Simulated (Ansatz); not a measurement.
# Al (Fm-3m) in Ansatz: a series of runs

The runs below take Al through single point, relaxation of cell and atoms, with revPBE, LDA.

All numbers are computed with Ansatz 0.2.0; they aren't measurements. Logs are shortened: lines on timing, memory, paths and dates and some standing lists are left out, and cuts for length are marked.

### 1 The undisturbed crystal

Symmetry: Fm-3m, No. 225, cubic system. Conventional cell: a = 4.050 Å, b = 4.050 Å, c = 4.050 Å, α = 90.00°, β = 90.00°, γ = 90.00°. Al (site symmetry m-3m) is surrounded by 12 Al at 2.86 Å.

### 2 Single point, revPBE, collinear spin, random start (volume scaled by 1.08)

Contents of input.yaml:

```yaml
crystal:
  lattice:
    - [0.0, 2.077420708, 2.077420708]
    - [2.077420708, 0.0, 2.077420708]
    - [2.077420708, 2.077420708, 0.0]
  atoms:
    - { symbol: Al, position: [0.0, 0.0, 0.0], spin: 0.18 }
kpoints:
  mp_grid: { grid: [11, 11, 11] }
scf:
  occupations: { method: fermi_dirac, width: 0.05 }
hamiltonian:
  xc: revpbe
  pseudopotentials: { kind: all_electron, datasets: crystal }
magnetization:
  spin_polarized: true
output:
  forces: true
  stress: true
  eigenvalues: true
```

Potentials or basis: all-electron PAW datasets made for the crystal.

On the command line:

```console
$ ansatz run input.yaml --threads 1 --pin off --max-ram 2560MiB --backend cpu --events-out ev --progress --plain --runs-dir out
```

What it wrote:

```text
Warning: RAYON_NUM_THREADS=1 ignored (pool sized by the plan → 1); use --threads N
hamiltonian.pseudopotentials.datasets: crystal makes datasets for this crystal and solves the spheres of its atoms anew in each pass: cutoff 140.0 eV, the density's 560.0 eV; for an error of 0.50 meV an atom under PBE, 0.5 meV for the cell; an energy difference from a run of another recipe may be off by several times the error for the cell, under r2SCAN by more, where some 0.1 meV an atom stays at smaller errors; Al in spheres of 1.376 Å, 3 of its electrons in bands
Engine: ansatz 0.2.0, aarch64-unknown-linux-gnu
Pseudopotentials: kind: all_electron
Pseudopotential: Al, paw, valence charge 3, recommended cutoff 140 eV (normal), crystal/all_electron/pbe/scalar/gaussian/Al, Koelling and Harmon's equation, gaussian nucleus
Functional definition: revPBE
  parameter kappa = 1.245
  parameter beta = 0.06672455060314922
  exchange = pbe_x(kappa = kappa, mu = beta*pi^2/3)
  correlation = pbe_c(beta = beta)
a search for the magnetic state begins, with frozen cores and fixed partial waves. It gives no result and prints no iterations
the search for the magnetic state of this step took 12 SCF iterations with frozen cores. It stayed in its first state, in which the spheres begin
Crystal: 1 atoms, lattice volume = 17.931 Å³
Basis set: ecut = 140 eV, 65 PW (Γ), exchange–correlation on 24×24×24 points (8 copies of the dense FFT grid, shifted against one another)
Bands: 6, of which v1, the nominal top of the filled ones, is band 2 counted from 1 (1 counted from 0)
Symmetry: 48 space group operations
Space group: Fm-3m (ITA 225), of the structure as read, at distance tolerance 2.6e-5 Å
Magnetic group: BNS 225.116 (UNI 1618), of the structure as read, at distance tolerance 2.6e-5 Å
k-points: 56 of 1331
Non-local potential: Al, projectors of the file, l = 0: 1, l = 1: 1
PAW form: soft (Blöchl's): semilocal exchange-correlation on the pseudo side does not see the compensation charge
PAW one-centre angular grid: Al, 110 points (default); XC on its mesh's 2005 points in the sphere
Initial density: read from a saved state, or passed on in memory by an earlier SCF of this step, an earlier step, the calling program or the single point that the run made first
Starting moments: Σ|m| = 0.18 μB on 1 of 1 site; this step starts from the density that it was given
Initial wavefunctions: pseudopotential atomic-orbital guess
Functional: x = revpbe(κ = 1.245, μ = 0.2195149727645171), c = pbe(β = 0.06672455060314922)
iter 1 solved again at ethr=8.79e-5 eV; its pass at ethr=1.00e-1 eV (dr2=2.64e-3 eV) is discarded
SCF iter   1: F=—  HF=-6609.639344 eV  |F-HF|=—  |Δ(HF+E_count)|=         —  Δρ=4.95e-3 (↑4.95e-3 ↓4.95e-3)  dr2=3.00e-3  dr2_m=1.38e-12  M=0.000 μB ∫|m|=0.000 μB  β_m=0.30  ethr=8.79e-5  ⟨swp⟩=3.7  Hψ=4726  notcnv=0
preconditioner: auto → none  [insulator: Δε(μ)=0.245 eV  Ē_g=12.638 eV  σ=0.050 eV  W_gap=0.53  n_scr=0 (ndim 8)  ℏωp=15.2 eV  f_vac=0.011  D(μ)=0.56/eV (n_scr^D=0)  ε∞_Penn≈2.4]
SCF iter   2: F=—  HF=-6609.641312 eV  |F-HF|=—  |Δ(HF+E_count)|=   1.97e-3  Δρ=3.52e-3 (↑3.52e-3 ↓3.52e-3)  dr2=1.56e-3  dr2_m=9.06e-13  M=0.000 μB ∫|m|=0.000 μB  β_m=0.65  ethr=8.79e-5  ⟨swp⟩=2.1  Hψ=862  notcnv=0  defer=4
iter 3 solved again at ethr=1.88e-7 eV; its pass at ethr=5.21e-5 eV (dr2=5.63e-6 eV) is discarded
SCF iter   3: F=—  HF=-6609.638525 eV  |F-HF|=—  |Δ(HF+E_count)|=   2.79e-3  Δρ=1.19e-4 (↑1.19e-4 ↓1.19e-4)  dr2=5.16e-6  dr2_m=3.74e-14  M=0.000 μB ∫|m|=0.000 μB  β_m=0.65  ethr=1.88e-7  ⟨swp⟩=2.1  Hψ=2750  notcnv=0  defer=2
SCF iter   4: F=—  HF=-6609.638477 eV  |F-HF|=—  |Δ(HF+E_count)|=   4.76e-5  Δρ=3.45e-5 (↑3.45e-5 ↓3.45e-5)  dr2=5.30e-7  dr2_m=1.39e-14  M=0.000 μB ∫|m|=0.000 μB  β_m=0.82  ethr=1.72e-7  ⟨swp⟩=2.0  Hψ=848  notcnv=0
SCF iter   5: F=-6609.638471 eV  HF=-6609.638471 eV  |F-HF|=1.71e-10  |Δ(HF+E_count)|=   6.22e-6  Δρ=8.73e-7 (↑8.72e-7 ↓8.73e-7)  dr2=5.74e-10  dr2_m=1.10e-15  M=0.000 μB ∫|m|=0.000 μB  ethr=1.77e-8  ⟨swp⟩=2.1  Hψ=856  notcnv=0
SCF 1 converged in 5 iterations: F = -6609.638470 eV  dr2 = 5.74e-10
  Residual-converged pass: ⟨swp⟩=2.5  Hψ=914  notcnv=0  max |occ|·‖R‖ = 3.7e-6 eV (tolerance 3.7e-6 eV)  dr2=6.50e-10  dr2_m=1.01e-15  dr2_onsite=2.32e-9  max |Δocc| = 2.2e-10
WARN: the starting moments were not kept: the SCF closed with an absolute magnetisation of 4.3e-8 μB, where they sum to 0.18 μB in size (1 site). That is at most 0.1 of that sum. Measured as dr2_m measures the in/out step, that magnetisation stands 3.0e-16 eV from none, at or under the dr2_threshold of 3.1e-8 eV: it is no larger than a step whose dr2_m would equal this threshold. The system may hold no moment; this SCF shows only that its start led to no more than that. This SCF took its magnetisation from a saved state (the deck's checkpoint.read, a session's seed or a resume), or from the single point or search that the run made first, and not from the starting moments. Where the run's atoms have moved since that state, how it is taken is a key of its own (checkpoint.density_extrapolation: follow_atoms, where typed, takes the whole of its magnetisation to them with its atoms, but for some exceptions; the density_extrapolation keyword of a session's seed is the same key). To be rid of a resumed run's state, run its deck in a fresh run directory. To be rid of the state of a single point that the run made first, give starting moments in the input or, where a deck that gives them still makes one, type scf.lower_state_search: off. To try another start, run it without that state. A second SCF, from the converged charge density, with the starting moments and any scf.initial_density.shell_occupations laid on it anew, would have followed, and was not run: the deck does not ask for one (magnetization.retry_lost_moments is false, the default). To let it run, set magnetization.retry_lost_moments: true and run the deck again, where that key's refused combinations let it; where memory then withholds it, that run's warning says so.
SCF converged after 5 iterations
Magnetization: 0.0000 μB (1.5000 up, 1.5000 down)
Absolute magnetization: 0.0000 μB (∫|ρ↑−ρ↓|)
Spin contamination: 0.0339 ħ² per cell (⟨S²⟩ above its minimum at these occupations)
Per-site moments (μB) at R_I (Å): [(2.186676565408173e-8, 1.211890572753431)]
Free energy (F): -6609.638470 eV
Harris-Foulkes:  -6609.638470 eV  (|F-HF|=1.71e-10)
Internal energy: -6609.634309 eV  (E = F + TS)
E sigma→0 (E₀):  -6609.636389 eV
Entropy (-TS):   -0.004160 eV (-4.160 meV/atom)
Past the cutoff: the bands carry plane waves up to 1.75 times it, of which those up to 1.5 times it add -0.000067 eV an atom, each by itself; the spheres take 0.000052 eV an atom off the energy for waves past 1.75 times it
By the cutoff:   a pressure is off by up to 0.005 GPa (1.2 times the spheres' own share and the shells' term, over an atom's volume, and 0.004 GPa: a bound that held against runs at twice the plane waves)
Past the cutoffs: a stress includes 0.0001 GPa for waves and charges beyond them, in addition to the slope of what the spheres take
In the spheres:  the bands' charges fall short by 4.6e-7 e at most (sound up to 1e-3)
Fermi energy:    8.932196 eV
--- Per-component energies (eV) ---
  E_band       = 14.123918
  E_kinetic    = 22.102159
  E_local      = 12.863380  (includes V_loc(G=0)·N_el)
  E_nonlocal   = 4.974668
  E_hartree    = 0.134727
  E_xc         = -24.300575
  E_vxc        = -30.677180  (∫ρ·V_xc dr)
  E_paw        = -6604.151507  (= ΣΔE_a)
  E_vpaw       = -45.656295  (= ΣTr[D̂ρ^β])
  E_ewald      = -71.504955
  E_smearing   = -0.004160  (= −TS)
  E_closure    = 50.247792  (closes the sum)
  Σ components = -6609.638470   (vs F -6609.638470, Δ=0.00e0)
  The terms above E_closure are by the made datasets' own strengths, without shells solved beside the bands.
--- Forces (eV/Å), atoms counted from 1 ---
  atom   1  Al     0.00000000     0.00000000     0.00000000
  max |Σ_I F_I| component: 5.14e-34 eV/Å
--- Stress (GPa, compression-positive) ---
       -4.502964      -0.000000       0.000000
        0.000000      -4.502964      -0.000000
       -0.000000      -0.000000      -4.502964
  P = ⅓ Tr σ = -4.5030 GPa (-45.030 kbar)
--- Band table (eV; the first three rows and the last of 112) ---
  k-point 0 ↑: bands = ["-1.6645", "21.0763", "21.0763", "21.0763"]
  k-point 1 ↑: bands = ["-1.4518", "18.1666", "20.3356", "20.3356"]
  k-point 2 ↑: bands = ["-0.8154", "14.6738", "19.5918", "19.5918"]
  k-point 55 ↓: bands = ["7.6205", "7.8797", "9.1222", "10.8587"]
```

Run time: 5.9 s. Hardware: 1 thread of Arm Neoverse V1, shared host; peak memory 0.29 GiB.

What came out:

- Free energy: -6609.6385 eV
- Pressure: -4.5 GPa
- Band gap on the k mesh: none (metal or under the smearing width)
- Net moment: 0.00 μB per cell
- Absolute moment: 0.00 μB per cell

Levels at points of the mesh, in eV from the Fermi level:
Spin up:
| k point | band 1 | band 2 | band 3 | band 4 |
| --- | --- | --- | --- | --- |
| (0.00, 0.00, 0.00) | -10.60 | 12.14 | 12.14 | 12.14 |
Spin down:
```csv
k point,band 1,band 2,band 3,band 4
"(0.00, 0.00, 0.00)",-10.60,12.14,12.14,12.14
```

Caveat: the starting moments weren't kept.

### 3 Relaxation of cell and atoms, LDA, spin-orbit coupling, no magnetisation (volume scaled by 1.25)

Contents of input.yaml:

```yaml
crystal:
  lattice:
    - [0.0, 2.1811550663, 2.1811550663]
    - [2.1811550663, 0.0, 2.1811550663]
    - [2.1811550663, 2.1811550663, 0.0]
  atoms:
    - { symbol: Al, position: [0.0, 0.0, 0.0] }
kpoints:
  mp_grid: { grid: [8, 8, 8] }
scf:
  occupations: { method: fermi_dirac, width: 0.025 }
hamiltonian:
  xc: lda
  pseudopotentials: { kind: all_electron, lapw: { basis_error: 0.001 } }
magnetization:
  noncollinear: true
  spin_orbit: true
output:
  forces: true
  stress: true
relax:
  f_tol: 0.005
  max_steps: 60
  cell: {}
```

Potentials or basis: all-electron LAPW, relativistic spinors.

On the command line:

```console
$ ansatz run input.yaml --threads 1 --pin off --max-ram 2560MiB --backend cpu --events-out ev --progress --plain --runs-dir out
```

Run time: 22 s. Hardware: 1 thread of Arm Neoverse V1, shared host; peak memory 0.24 GiB.

The run converged. Its results:

```
Free energy                            : -6582.9678 eV
Relaxed volume                         : 15.84 Å³/atom
Relaxed cell                           : a = 2.819 Å, b = 2.819 Å, c = 2.819 Å, α = 60.00°, β = 60.00°, γ = 60.00°
Space group after relaxing (to 0.05 Å) : Fm-3m (No. 225)
Energy gained by relaxing              : 249.1 meV/atom
Ionic steps                            : 6
Pressure after relaxing                : 0.0 GPa
```

Step by step:
```csv
step,energy change (eV),largest force (eV/Å),volume (Å³)
1,0.0000,0.0000,20.75
2,-0.1923,0.0000,17.86
3,-0.2431,0.0000,15.26
4,-0.2491,0.0000,15.82
5,-0.2491,0.0000,15.84
6,-0.2491,0.0000,15.84
```

Final structure:
```yaml
crystal:
  lattice:
    - [0.00000, 1.99327, 1.99327]
    - [1.99327, 0.00000, 1.99327]
    - [1.99327, 1.99327, 0.00000]
  atoms:
    - { symbol: Al, position: [0.00000, 0.00000, 0.00000] }
```
